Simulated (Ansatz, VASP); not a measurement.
# Cross-check of PbF2 (1T-PbF2, 1 layer) between VASP and Ansatz, part 2 of 2

Wanted: the spread between two codes on one cell, functional and k mesh. The structure shown is the end of the Ansatz relaxation below.

VASP 6.6.1 and Ansatz 0.2.0.

So far: The structure; Ansatz: relaxation, PBE.

## (3) VASP: single point, PBE

Level of this step: PBE; plane waves and PAW (F, Pb_d) (VASP).

The same cell, functional, mesh and smearing now go to VASP, with its own data sets.

Lines of VASP's logs that name or quote its potential files are left out, and so is its time.

Input file INCAR:

```
SYSTEM = PbF2
PREC = Accurate
ENCUT = 600
EDIFF = 1E-06
NELM = 120
ISMEAR = -1
SIGMA = 0.05
LREAL = .FALSE.
ALGO = Normal
GGA = PE
NBANDS = 20
LORBIT = 11
LWAVE = .FALSE.
LCHARG = .FALSE.
ISIF = 2
LDIPOL = .TRUE.
IDIPOL = 3
DIPOL = 0.5 0.5 0.5
LVHAR = .TRUE.
LASPH = .TRUE.
GGA_COMPAT = .FALSE.
EFERMI = MIDGAP
NELMDL = -8
```

Input file POSCAR:

```
PbF2
1.0
    3.9847279702      0.0000000000      0.0000000000
   -1.9923639851      3.4508756493      0.0000000000
    0.0000000000      0.0000000000     24.3573446259
F Pb
2 1
Direct
    0.6666666667      0.3333333333      0.4591052894
    0.3333333333      0.6666666667      0.5408947106
    0.0000000000      0.0000000000      0.5000000000
```

Input file KPOINTS:

```
Automatic mesh
0
Gamma
12 12 1
0 0 0
```

PAW data sets: F and Pb_d (PBE family, release 64).

Launch:

```bash
$ mpirun -np 1 vasp_std
```

Numbers of over 12 decimals in the logs are rounded to 6 here.

What it wrote:

```text
[banner, memory and clock lines left out]
running    1 mpi-ranks, on    1 nodes
 distrk:  each k-point on    1 cores,    1 groups
 distr:  one band on    1 cores,    1 groups

 POSCAR found type information on POSCAR F Pb
 POSCAR found :  2 types and       3 ions
 LDA part: xc-table for (Slater+PW92), standard interpolation
 POSCAR, INCAR and KPOINTS ok, starting setup
 FFT: planning ... GRIDC
 FFT: planning ... GRID_SOFT
 FFT: planning ... GRID
 WAVECAR not read
 entering main loop
       N       E                     dE             d eps       ncg     rms          rms(c)
DAV:   1     0.317517431250E+03    0.31752E+03   -0.11488E+04   800   0.116E+03
DAV:   2     0.358006235719E+02   -0.28172E+03   -0.27110E+03  1024   0.301E+02
DAV:   3    -0.145107848226E+02   -0.50311E+02   -0.50068E+02   944   0.149E+02
DAV:   4    -0.162296536832E+02   -0.17189E+01   -0.17157E+01  1008   0.399E+01
DAV:   5    -0.162523534489E+02   -0.22700E-01   -0.22697E-01   924   0.356E+00
DAV:   6    -0.162533919099E+02   -0.10385E-02   -0.10385E-02  1032   0.762E-01
DAV:   7    -0.162534150195E+02   -0.23110E-04   -0.23110E-04   924   0.712E-02
DAV:   8    -0.162534166346E+02   -0.16150E-05   -0.16150E-05   780   0.172E-02    0.838E+00
DAV:   9    -0.140013271607E+02    0.22521E+01   -0.11732E+01  1092   0.258E+01    0.302E+00
DAV:  10    -0.139729483590E+02    0.28379E-01   -0.51386E-01   788   0.428E+00    0.186E+00
DAV:  11    -0.139406706218E+02    0.32278E-01   -0.16565E-01   832   0.441E+00    0.512E-01
DAV:  12    -0.139375449425E+02    0.31257E-02   -0.26367E-02  1016   0.120E+00    0.127E-01
DAV:  13    -0.139385634484E+02   -0.10185E-02   -0.16242E-03   812   0.298E-01    0.412E-02
DAV:  14    -0.139384794264E+02    0.84022E-04   -0.18246E-04   980   0.106E-01    0.160E-02
DAV:  15    -0.139385435535E+02   -0.64127E-04   -0.66859E-05   828   0.529E-02    0.720E-03
DAV:  16    -0.139386930225E+02   -0.14947E-03   -0.22724E-05   872   0.238E-02    0.764E-03
DAV:  17    -0.139389283480E+02   -0.23533E-03   -0.41892E-05   872   0.304E-02    0.261E-03
DAV:  18    -0.139390029337E+02   -0.74586E-04   -0.25296E-06   788   0.929E-03    0.169E-03
DAV:  19    -0.139390808404E+02   -0.77907E-04   -0.35793E-06   700   0.781E-03    0.106E-03
DAV:  20    -0.139391088755E+02   -0.28035E-04   -0.10537E-06   820   0.546E-03    0.723E-04
DAV:  21    -0.139391145838E+02   -0.57083E-05   -0.91154E-08   836   0.236E-03    0.186E-04
DAV:  22    -0.139391169435E+02   -0.23597E-05   -0.35024E-08   712   0.898E-04    0.128E-04
DAV:  23    -0.139391184103E+02   -0.14668E-05   -0.25768E-08   748   0.702E-04    0.822E-05
DAV:  24    -0.139391186669E+02   -0.25666E-06   -0.40271E-09   676   0.348E-04
   1 F= -.13939119E+02 E0= -.13939119E+02  d E =-.255262E-15
```

OUTCAR, selected parts (step 3):

```text
ion  position               nearest neighbor table
   1  0.667  0.333  0.459-   3 2.51   3 2.51   3 2.51
   2  0.333  0.667  0.541-   3 2.51   3 2.51   3 2.51
   3  0.000  0.000  0.500-   1 2.51   2 2.51   2 2.51   1 2.51   1 2.51   2 2.51

  LATTYP: Found a hexagonal cell.
 ALAT       =     3.9847279702
 C/A-ratio  =     6.1126743928

 Subroutine GETGRP returns: Found 12 space group operations
 (whereof 12 operations were pure point group operations)

The static configuration has the point symmetry D_3d.

 Found     19 irreducible k-points:

   k-points           NKPTS =     19   k-points in BZ     NKDIM =     19   number of bands    NBANDS=     20

   dimension x,y,z NGX =    32 NGY =   32 NGZ =  196
   dimension x,y,z NGXF=    64 NGYF=   64 NGZF=  392

   ENCUT  =  600.0 eV  44.10 Ry    6.64 a.u.   7.96  7.96 48.65*2*pi/ulx,y,z

   NELECT =      28.0000    total number of electrons

 k-points in reciprocal lattice and weights: Automatic mesh
   0.00000000  0.00000000  0.00000000       0.007
   0.08333333  0.00000000  0.00000000       0.042
   0.16666667  0.00000000  0.00000000       0.042
   0.25000000  0.00000000  0.00000000       0.042
   0.33333333 -0.00000000  0.00000000       0.042
   0.41666667  0.00000000  0.00000000       0.042
   0.50000000  0.00000000  0.00000000       0.021
   0.08333333  0.08333333  0.00000000       0.042
   0.16666667  0.08333333  0.00000000       0.083
[...]
0.33333333  0.25000000  0.00000000       0.083
   0.33333333  0.33333333  0.00000000       0.014

 dipolmoment           0.000000      0.000000     -0.000000 electrons x Angstroem

 average (electrostatic) potential at core
       1 -82.7113       2 -82.7113       3-100.9514

 E-fermi :  -3.8485

 k-point     1 :       0.0000    0.0000    0.0000
  band No.  band energies     occupation
    ...
     10      -7.8928      2.00000
     11      -7.7330      2.00000
     12      -7.7330      2.00000
     13      -7.3908      2.00000
     14      -6.9555      2.00000
     15      -2.1166      0.00000
     16       1.0092      0.00000
     17       1.4424      0.00000
     18       1.5597      0.00000
     19       1.9390      0.00000
    ...

 k-point     2 :       0.0833    0.0000    0.0000
  band No.  band energies     occupation
    ...
     10      -7.9930      2.00000
     11      -7.7080      2.00000
     12      -7.6640      2.00000
     13      -7.3584      2.00000
     14      -6.8690      2.00000
     15      -2.0175      0.00000
     16       0.9856      0.00000
     17       1.5282      0.00000
     18       1.5748      0.00000
     19       1.8055      0.00000
    ...

 k-point     3 :       0.1667    0.0000    0.0000
  band No.  band energies     occupation
    ...
     10      -8.1637      2.00000
     11      -7.6679      2.00000
     12      -7.5775      2.00000
     13      -7.3121      2.00000
     14      -6.6349      2.00000
     15      -1.7488      0.00000
     16       0.6758      0.00000
     17       1.6163      0.00000
     18       1.7836      0.00000
     19       1.9683      0.00000
    ...

  Total       -0.0533410     -0.0533410     -0.0964013      0.0000000      0.0000000      0.0000000
  in kB       -0.2551605     -0.2551605     -0.4611430      0.0000000      0.0000000      0.0000000
  external PRESSURE =      -0.3238213 kB  Pullay stress =       0.0000000 kB

  energy-cutoff  :      600.00
  volume of cell :      334.93
      direct lattice vectors                 reciprocal lattice vectors
     3.984727970  0.000000000  0.000000000     0.250958160  0.144890761  0.000000000
    -1.992363985  3.450875649  0.000000000     0.000000000  0.289781523  0.000000000
     0.000000000  0.000000000 24.357344626     0.000000000  0.000000000  0.041055378

 POSITION                                       TOTAL-FORCE (eV/Angst)
 -----------------------------------------------------------------------------------
      1.99236      1.15029     11.18259         0.000000     -0.000000     -0.003554
     -0.00000      2.30058     13.17476        -0.000000      0.000000      0.003554
      0.00000      0.00000     12.17867        -0.000000      0.000000     -0.000000
 -----------------------------------------------------------------------------------
    total drift:                                0.000000      0.000000      0.000000

  FREE ENERGIE OF THE ION-ELECTRON SYSTEM (eV)
  ---------------------------------------------------
  free  energy   TOTEN  =       -13.9391186669 eV

  energy  without entropy=      -13.9391186669  energy(sigma->0) =      -13.93911867

 vacuum level on the upper side and lower side of the slab         1.416         1.416

 total charge
# of ion       s       p       d       tot
------------------------------------------
    1        1.737   4.316   0.000   6.053
    2        1.737   4.316   0.000   6.053
    3        1.540   0.295   9.868  11.703
--------------------------------------------------
tot          5.014   8.927   9.868  23.809

[... 3 further parts left out ...]
```

## (4) Side by side

Known differences besides the potentials themselves: the cutoff is 420 eV in Ansatz and 600 eV in VASP; Ansatz's pressure holds a Pulay correction, VASP's none. Total energies have different zeros and are not compared.

Compared:

| quantity | Ansatz | VASP | difference |
| --- | --- | --- | --- |
| pressure (GPa) | 0.01 | -0.03 | +0.04 |
| gap on the k mesh (eV) | 3.462 | 3.464 | -0.001 |

The largest component of a force difference here is 3 meV/Å. A gap on the mesh is an upper bound, since the band edges may lie between its points; neither run holds spin-orbit coupling, which can move the band edges of a compound of Pb. Where the cell holds vacuum, a pressure given here is an average over it and none of the material.

## (5) Outcome

```json
{
  "difference in gap on the k mesh (single point, PBE)": "-0.0015 eV"
}
```

**Reading.** The difference in gap on the k mesh is -0.0015 eV (single point, PBE), within the 0.08 eV picked in this series as the mark of a large difference. How closely two codes agree says nothing of how well the functional describes the real material.

[Lines on the potential files, build, host, timing and source positions are cut from VASP's logs without a mark.]

[Logs are printed without paths, hosts, clocks, repeated set-up lines and the standing remarks that a program may print on its own settings, such as how far it seeks lower states.]

[Hosts, paths, dates, database ids (printed as entryN), source tags and the programs' standing remarks are cut or masked in the printed files.]
